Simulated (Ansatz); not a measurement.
Crystal: SiC (Moissanite 6H).

```
Si C
1.0
     3.09500    0.00000    0.00000
    -1.54750    2.68035    0.00000
     0.00000    0.00000   15.17000
Si C
6 6
Direct
  0.66667 0.33333 0.45830
  0.33333 0.66667 0.95830
  0.66667 0.33333 0.79170
  0.33333 0.66667 0.29170
  0.00000 0.00000 0.62500
  0.00000 0.00000 0.12500
  0.66667 0.33333 0.33330
  0.33333 0.66667 0.83330
  0.66667 0.33333 0.66670
  0.33333 0.66667 0.16670
  0.00000 0.00000 0.50000
  0.00000 0.00000 0.00000
```

Base run:

* Program: Ansatz 0.2.0
* Functional: LDA
* Potentials or basis: Ansatz PAW
* Cutoff: 420 eV (not typed: the program's choice for these potentials)
* k mesh: 10 × 10 × 2
* Occupations: fermi-dirac, width 0.05 eV
* Spin: no spin polarisation

Its results: band gap on the k mesh 1.98 eV, indirect (least direct gap 3.07 eV); pressure -7.3 GPa; largest force 0.144 eV/Å.

**Question.** The run is repeated on the same cell with these changes: functional from LDA to PBE; potentials or basis from Ansatz PAW to SPMS NC; cutoff from 420 eV (not typed: the program's choice for these potentials) to 1034 eV (not typed: the program's choice for these potentials). What comes out?

**Answer.** Band gap on the k mesh 2.03 eV, indirect (least direct gap 3.12 eV); pressure 0.3 GPa; largest force 0.141 eV/Å.

Caveats: the PAW data sets come from PBE, with cores solved anew for the run's functional, which leaves a small shift of forces and pressure (some runs).
